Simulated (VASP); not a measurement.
**Ge17Se15 (a cell with a defect): single point with HSE06**

Crystal: Ge17Se15 (a cell with a defect).

```
Ge Se
1.0
     0.00000    7.76754   -4.52253
     0.00000   -7.76754   -4.52253
   -11.18477    0.00000    0.00000
Ge Se
17 15
Direct
  0.03820 0.16288 0.94922
  0.24549 0.86228 0.87864
  0.73768 0.37026 0.87858
  0.48523 0.60987 0.87115
  0.12465 0.24930 0.36488
  0.38354 0.00593 0.36955
  0.88145 0.50830 0.36962
  0.63228 0.75695 0.37404
  0.10560 0.48034 0.63067
  0.35557 0.23030 0.63061
  0.87260 0.75663 0.61936
  0.63177 0.99727 0.61932
  0.25438 0.62651 0.11638
  0.50195 0.37905 0.11642
  0.00619 0.88349 0.12447
  0.75912 0.13094 0.12469
  0.19456 0.31920 0.14283
  0.44229 0.06661 0.14237
  0.94182 0.56641 0.14229
  0.69223 0.81674 0.14645
  0.42148 0.54618 0.64438
  0.68286 0.30555 0.64722
  0.18078 0.80752 0.64722
  0.93766 0.06237 0.65135
  0.80987 0.18688 0.35038
  0.06228 0.93446 0.35005
  0.56908 0.44413 0.34618
  0.31946 0.69358 0.34622
  0.06426 0.45070 0.86022
  0.32587 0.18878 0.86020
  0.79992 0.67908 0.84709
  0.55438 0.92462 0.84710
```

```yaml
Program: VASP 6.6.1
Task: single point
Functional: HSE06
Potentials_or_basis: VASP PAW PBE potentials, release 64 (Ge_d, Se)
Cutoff: 400 eV
k_mesh: 1 × 1 × 1
Occupations: gaussian, width 0.01 eV
Spin: no spin polarisation
```

```
Largest force          : 0.622 eV/Å
Band gap on the k mesh : 1.35 eV, direct
```

Forces in eV/Å, atoms in the order of the input:
```
Ge  -0.509  0.002 -0.358
Ge   0.369  0.190  0.005
Ge   0.367 -0.187  0.007
Ge   0.304 -0.002  0.180
Ge   0.555  0.002  0.050
Ge   0.412  0.058 -0.050
Ge   0.417 -0.059 -0.048
Ge   0.398  0.004 -0.107
Ge  -0.466  0.074  0.041
Ge  -0.468 -0.072  0.039
Ge  -0.343  0.021 -0.183
Ge  -0.347 -0.018 -0.188
Ge  -0.282  0.019 -0.008
Ge  -0.282 -0.018 -0.011
Ge  -0.276 -0.020 -0.030
Ge  -0.281  0.022 -0.036
Ge   0.058  0.002  0.165
Se  -0.065  0.102 -0.023
Se  -0.065 -0.106 -0.022
Se  -0.139 -0.005 -0.201
Se   0.010 -0.002  0.296
Se  -0.037  0.020  0.003
Se  -0.037 -0.016 -0.005
Se   0.305 -0.005  0.148
Se   0.177  0.120  0.031
Se   0.169 -0.121  0.036
Se   0.029  0.004 -0.053
Se   0.033 -0.005 -0.045
Se   0.016  0.089 -0.192
Se   0.017 -0.090 -0.197
Se  -0.021  0.145  0.377
Se  -0.019 -0.148  0.380
```

Levels at points of the mesh, in eV from the valence-band top:
| k point | band 161 | band 162 | band 163 | band 164 | band 165 | band 166 | band 167 | band 168 | band 169 | band 170 |
| --- | --- | --- | --- | --- | --- | --- | --- | --- | --- | --- |
| (0.00, 0.00, 0.00) | -0.94 | -0.59 | -0.43 | -0.17 | 0.00 | 1.35 | 1.58 | 1.71 | 1.81 | 1.89 |

Core levels (eV, on the scale of the bands):
```tsv
atom	levels
1 Ge	1s -10950.1, 2s -1361.9, 2p -1188.7, 3s -159.2, 3p -106.4
2 Ge	1s -10950.6, 2s -1362.4, 2p -1189.2, 3s -159.7, 3p -106.9
3 Ge	1s -10950.6, 2s -1362.4, 2p -1189.2, 3s -159.7, 3p -106.9
4 Ge	1s -10950.6, 2s -1362.3, 2p -1189.2, 3s -159.7, 3p -106.9
5 Ge	1s -10950.1, 2s -1361.8, 2p -1188.7, 3s -159.2, 3p -106.3
6 Ge	1s -10950.6, 2s -1362.4, 2p -1189.2, 3s -159.7, 3p -106.9
```

It took 11 min on 1 × NVIDIA H100 80GB with 1 thread of AMD EPYC 7R13 Processor (Zen 3), on a shared host, peak memory 1.3 GiB.

Caveat: the cell is charged against a uniform background, so pressure and absolute levels hang on convention; the PAW data sets were made with another functional, which shifts forces and pressure a little.
